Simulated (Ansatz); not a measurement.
# Nb (Pm-3m) in Ansatz: convergence with xc grid

Aim: find how far xc grid must go before the results for Nb settle, at r2SCAN. This setting moves, with any that are tied to it; all else stays.

Program: Ansatz 0.2.0. These are calculated values, not measurements. Logs are shortened: lines on timing, memory, paths and dates and some standing lists are left out, and cuts for length are marked.

### Step 1. The crystal as given

It takes space group Pm-3m (No. 221, cubic). Conventional cell: a = 2.720 Å, b = 2.720 Å, c = 2.720 Å, α = 90.00°, β = 90.00°, γ = 90.00°. Nb (site symmetry m-3m) is surrounded by 6 Nb at 2.72 Å.

The cell was built by a generator and needn't be a form met in nature.

### Step 2. With xc grid 1

The input, input.yaml:

```yaml
crystal:
  lattice:
    - [2.71964, 0.0, 0.0]
    - [0.0, 2.71964, 0.0]
    - [0.0, 0.0, 2.71964]
  atoms:
    - { symbol: Nb, position: [0.5, 0.5, 0.5] }
hamiltonian:
  xc: r2scan
  pseudopotentials: { kind: nc, accuracy: standard }
kpoints:
  mp_grid: { grid: [8, 8, 8] }
scf:
  occupations: { method: gaussian, width: 0.05 }
output:
  forces: true
  stress: true
  eigenvalues: true
basis:
  xc_grid: 1
```

Potentials or basis: PseudoDojo standard (PBE files).

Run with:

```bash
ansatz run input.yaml --threads 2 --pin off --max-ram 5632MiB --backend cpu --events-out ev --progress --plain --runs-dir out
```

Run time: 0.49 s. Hardware: 2 threads of AMD EPYC 9R45 (Zen 5), shared host; peak memory 0.32 GiB.

What came out:

- Free energy: -1716.4028 eV
- Pressure: -5.0 GPa
- Band gap on the k mesh: none (metal or under the smearing width)

### Step 3. With xc grid 2

Edit input.yaml of step 2 so:

```diff
@@ -19,2 +19,2 @@
 basis:
-  xc_grid: 1
+  xc_grid: 2
```

Potentials or basis: PseudoDojo standard (PBE files).

Run with:

```bash
ansatz run input.yaml --threads 2 --pin off --max-ram 5632MiB --backend cpu --events-out ev --progress --plain --runs-dir out
```

Run time: 0.53 s. Hardware: 2 threads of AMD EPYC 9R45 (Zen 5), shared host; peak memory 0.34 GiB.

What came out:

```
Free energy            : -1716.4027 eV
Pressure               : -5.0 GPa
Band gap on the k mesh : none (metal or under the smearing width)
```

### Step 4. With xc grid 3

Edit input.yaml of step 3 so:

```diff
@@ -19,2 +19,2 @@
 basis:
-  xc_grid: 2
+  xc_grid: 3
```

Run with:

```bash
ansatz run input.yaml --threads 2 --pin off --max-ram 5632MiB --backend cpu --events-out ev --progress --plain --runs-dir out
```

It took 0.55 s on 2 threads of AMD EPYC 9R45 (Zen 5), shared host; peak memory 0.36 GiB.

The run converged. Its results:

```yaml
Free_energy: -1716.4027 eV
Pressure: -5.0 GPa
Band_gap_on_the_k_mesh: none (metal or under the smearing width)
```

### Step 5. With xc grid 4

Edit input.yaml of step 4 so:

```diff
@@ -19,2 +19,2 @@
 basis:
-  xc_grid: 3
+  xc_grid: 4
```

Run with:

```bash
ansatz run input.yaml --threads 2 --pin off --max-ram 5632MiB --backend cpu --events-out ev --progress --plain --runs-dir out
```

Run time: 0.61 s. Hardware: 2 threads of AMD EPYC 9R45 (Zen 5), shared host; peak memory 0.4 GiB.

Results (log left out):

```
Free energy            : -1716.4027 eV
Pressure               : -5.0 GPa
Band gap on the k mesh : none (metal or under the smearing width)
```

### Step 6. With xc grid 5

Edit input.yaml of step 5 so:

```diff
@@ -19,2 +19,2 @@
 basis:
-  xc_grid: 4
+  xc_grid: 5
```

Potentials or basis: PseudoDojo standard (PBE files).

Run with:

```bash
ansatz run input.yaml --threads 2 --pin off --max-ram 5632MiB --backend cpu --events-out ev --progress --plain --runs-dir out
```

What it wrote:

```text
Warning: hamiltonian.xc reads the kinetic-energy density τ on the library's norm-conserving files, and those of Nb were made for PBE. This build holds files of Nb that were made for r²SCAN, which a deck under this functional can read where it names no table (hamiltonian.pseudopotentials.accuracy or source), types no xc_functional and has no exact exchange, max_exx_coeff or level of output.embedding that keeps them out. To compare such runs, type hamiltonian.pseudopotentials: {kind: paw, frozen_core: stored} on both or, where PAW refuses one, {kind: nc, accuracy: standard}
Warning: RAYON_NUM_THREADS=2 ignored (pool sized by the plan → 2); use --threads N
Engine: ansatz 0.2.0, x86_64-unknown-linux-gnu
Pseudopotentials: kind: nc
Pseudopotential: Nb, nc, valence charge 13, recommended cutoff 1115.666836 eV (normal), Nb.nc.azcp (PseudoDojo's, or run here from an input of PseudoDojo's; its table is named by hamiltonian.pseudopotentials.accuracy)
Functional definition: r2SCAN
  parameter k0 = 0.174
  parameter k1 = 0.065
  parameter a1 = 4.9479
  exchange = r2scan_x(k0 = k0, k1 = k1, a1 = a1)
  correlation = r2scan_c
Crystal: 1 atoms, lattice volume = 20.116 Å³
Basis set: ecut = 1115.666836 eV, 1743 PW (Γ), exchange–correlation on 150×150×150 points (125 copies of the dense FFT grid, shifted against one another)
Bands: 11, of which v1, the nominal top of the filled ones, is band 7 counted from 1 (6 counted from 0)
Symmetry: 48 space group operations
Space group: Pm-3m (ITA 221), of the structure as read, at distance tolerance 2.7e-5 Å
k-points: 35 of 512
Non-local potential: Nb, projectors of the file, l = 0: 2, l = 1: 2, l = 2: 2
Initial density: superposition of atomic densities (chi_scale 0.1, normalization cell)
Initial wavefunctions: pseudopotential atomic-orbital guess
Functional: x = r2scan, c = r2scan; τ floored in thin density (d = 2e-4 eV/Å³)
SCF iter   1: F=—  HF=-1716.469310 eV  |F-HF|=—  |Δ(HF+E_count)|=         —  Δρ=6.17e-2  dr2=6.76e-1  dr2_τ=1.15e-1  ethr=3.10e-3  ⟨swp⟩=6.0  Hψ=2786  notcnv=0
preconditioner: auto → none  [metal: Δε(μ)=0.032 eV  Ē_g=7.131 eV  σ=0.050 eV  W_gap=0.34  n_scr=6 (ndim 8)  ℏωp=18.5 eV  f_vac=0.000  D(μ)=1.91/eV (n_scr^D=26)  sad-step TF]
SCF iter   2: F=—  HF=-1716.391030 eV  |F-HF|=—  |Δ(HF+E_count)|=   7.83e-2  Δρ=3.58e-2  dr2=2.11e-1  dr2_τ=2.19e-2  ethr=3.10e-3  ⟨swp⟩=2.2  Hψ=814  notcnv=0  defer=10
SCF iter   3: F=—  HF=-1716.400986 eV  |F-HF|=—  |Δ(HF+E_count)|=   9.96e-3  Δρ=5.31e-3  dr2=5.49e-3  dr2_τ=1.16e-3  ethr=1.62e-3  ⟨swp⟩=3.8  Hψ=801  notcnv=0  defer=10
SCF iter   4: F=—  HF=-1716.402658 eV  |F-HF|=—  |Δ(HF+E_count)|=   1.67e-3  Δρ=9.68e-4  dr2=1.15e-4  dr2_τ=5.63e-5  ethr=4.22e-5  ⟨swp⟩=2.6  Hψ=730  notcnv=0  defer=10
SCF iter   5: F=—  HF=-1716.402726 eV  |F-HF|=—  |Δ(HF+E_count)|=   6.77e-5  Δρ=6.87e-5  dr2=1.71e-7  dr2_τ=5.73e-7  ethr=8.81e-7  ⟨swp⟩=2.5  Hψ=634  notcnv=0  defer=10
SCF iter   6: F=—  HF=-1716.402731 eV  |F-HF|=—  |Δ(HF+E_count)|=   5.07e-6  Δρ=9.02e-6  dr2=6.03e-9  dr2_τ=2.07e-9  ethr=7.69e-10  ⟨swp⟩=10.5  Hψ=2494  notcnv=0
SCF iter   7: F=-1716.402731 eV  HF=-1716.402731 eV  |F-HF|=6.41e-11  |Δ(HF+E_count)|=   1.77e-8  Δρ=1.03e-6  dr2=8.58e-11  dr2_τ=3.98e-11  ethr=4.64e-11  ⟨swp⟩=3.0  Hψ=1402  notcnv=0
SCF 1 converged in 7 iterations: F = -1716.402731 eV  dr2 = 8.58e-11
SCF converged after 7 iterations
Free energy (F): -1716.402731 eV
Harris-Foulkes:  -1716.402731 eV  (|F-HF|=6.41e-11)
Internal energy: -1716.399765 eV  (E = F + TS)
E sigma→0 (E₀):  -1716.401248 eV
Entropy (-TS):   -0.002966 eV (-2.966 meV/atom)
Fermi energy:    15.867732 eV
--- Per-component energies (eV) ---
  E_band       = -107.262098
  E_kinetic    = 498.326894
  E_local      = -1027.030982  (includes V_loc(G=0)·N_el)
  E_nonlocal   = 214.350542
  E_hartree    = 245.877874
  E_xc         = -378.513958
  E_vxc        = -300.925086  (∫ρ·V_xc dr)
  E_vtau       = 16.260787  (kinetic-family band-sum trace: ∫τ·v_τ [+ j·A + Jᵃ·Aᵃ] dr)
  E_ewald      = -1269.410134
  E_smearing   = -0.002966  (= −TS)
  E_closure    = 0.000000  (closes the sum)
  Σ components = -1716.402731   (vs F -1716.402731, Δ=0.00e0)
--- Forces (eV/Å), atoms counted from 1 ---
  atom   1  Nb     0.00000000     0.00000000     0.00000000
  max |Σ_I F_I| component: 5.26e-30 eV/Å
--- Stress (GPa, compression-positive) ---
       -5.001241       0.000000       0.000000
        0.000000      -5.001241       0.000000
       -0.000000       0.000000      -5.001241
  P = ⅓ Tr σ = -5.0012 GPa (-50.012 kbar)
--- Band table (eV; the first three rows and the last of 35) ---
  k-point 0: bands = ["-40.8009", "-15.3149", "-15.3149", "-15.3149", "9.8180", "12.7790", "12.7790", "21.0937", "21.0937", "21.0937", "31.3471"]
  k-point 1: bands = ["-40.7723", "-15.5538", "-15.2950", "-15.2950", "10.2666", "12.9014", "13.2937", "20.4500", "20.4500", "21.1402", "29.3505"]
  k-point 2: bands = ["-40.7023", "-16.1046", "-15.2465", "-15.2465", "11.3165", "13.2147", "14.6729", "19.1953", "19.1953", "21.2545", "26.6574"]
  k-point 34: bands = ["-40.2245", "-16.4062", "-16.4062", "-16.4062", "13.2796", "13.2796", "13.2796", "23.3914", "23.3914", "23.5061", "28.6280"]
```

Wall time 0.65 s (2 threads of AMD EPYC 9R45 (Zen 5), shared host); peak memory 0.47 GiB.

What came out:

- Free energy: -1716.4027 eV
- Pressure: -5.0 GPa
- Band gap on the k mesh: none (metal or under the smearing width)

### Step 7. The series at a glance

```tsv
xc grid	energy less the tightest run, at zero smearing (meV/atom)	SCF cycles	CPU time (s)	peak memory (GiB)
1	-0.02	7	0.9	0.32
2	0.00	7	0.99	0.34
3	0.00	7	1	0.36
4	0.00	7	1.1	0.4
5	0.00	7	1.2	0.47
```

Against the tightest run, the energy stays within 1 meV/atom from 1 on. The tightest run that finished is the yardstick and may itself not be fully converged.

Caveats: the meta-GGA runs on potentials made for a GGA; the potentials were made for another functional, which shifts forces and pressure.
